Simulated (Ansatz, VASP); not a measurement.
# One calculation of GaAs, two programs

The input POSCAR:

```
GaAs
1.0
    0.0000000000      2.8330850941      2.8330850941
    2.7622579668      0.0000000000      2.8330850941
    2.7622579668      2.8330850941      0.0000000000
Ga As
1 1
Direct
    0.0000000000      0.0000000000      0.0000000000
    0.2500000000      0.2500000000      0.2500000000
```

INCAR.step1

```
SYSTEM = GaAs
ALGO = Normal
EDIFF = 1E-4
ENCUT = 520
GGA = PE
ISMEAR = 0
LASPH = .True.
LCHARG = .False.
LREAL = .False.
LWAVE = .True.
NBANDS = 16
NELM = 80
PREC = Accurate
SIGMA = 0.01
```

The input INCAR.step2:

```
SYSTEM = GaAs
ALGO = Normal
EDIFF = 1E-7
ENCUT = 520
ISIF = 2
ISMEAR = 0
ISTART = 1
LASPH = .True.
LCHARG = .True.
LELF = .True.
LMIXTAU = .True.
LREAL = .False.
LVHAR = .True.
LWAVE = .False.
METAGGA = R2SCAN
NBANDS = 16
NELM = 80
PREC = Accurate
SIGMA = 0.01
```

File KPOINTS:

```
k-points
0
Gamma
  8 8 8
  0 0 0
```

Input for Ansatz:

```yaml
crystal:
  lattice:
    - [0.0, 2.8330850941, 2.8330850941]
    - [2.7622579668, 0.0, 2.8330850941]
    - [2.7622579668, 2.8330850941, 0.0]
  atoms:
    - { symbol: Ga, position: [0.0, 0.0, 0.0] }
    - { symbol: As, position: [0.25, 0.25, 0.25] }
kpoints:
  mp_grid: { grid: [8, 8, 8] }
  band_path:
    path:
      - [0.0, 0.0, 0.0]
      - [-0.5, -0.5, 0.0]
      - [-0.375, -0.375, 0.25]
      - [-0.375, 0.0, 0.375]
      - [0.0, 0.0, 0.5]
      - [-0.5, -0.25, 0.25]
    npoints: 1
hamiltonian:
  xc: r2scan
scf:
  occupations: { method: fixed }
  n_extra_bands: 4
output:
  forces: true
  stress: true
  eigenvalues: true
```

Change from the starting cell: uniaxial_x strain -2.5%.

Alike in both runs: task single point; functional r2SCAN; k mesh 8 × 8 × 8; no spin polarisation.

|  | VASP | Ansatz |
| --- | --- | --- |
| version | VASP 6.6.1 | Ansatz 0.2.0 |
| potentials or method | VASP PAW PBE potentials, release 64 (Ga_d, As) | plane waves, PAW |
| plane-wave cutoff (eV) | 520 | 500 |
| occupations | gaussian, width 0.01 eV | fixed |
| valence electrons in the cell | 18 | 28 |

```tsv
	VASP	Ansatz	Ansatz less VASP
gap on the k mesh at the Fermi level (eV)	1.04	1.06	+0.020
pressure (GPa)	2.1	1.9	-0.13
largest component of the traceless stress (GPa)	1.11	1.09	-0.015
```

The two sets of potentials don't hold the same shells in valence.

Caveats: the PAW data sets were made with another functional, which shifts forces and pressure a little (VASP). A k mesh can miss the band edges.
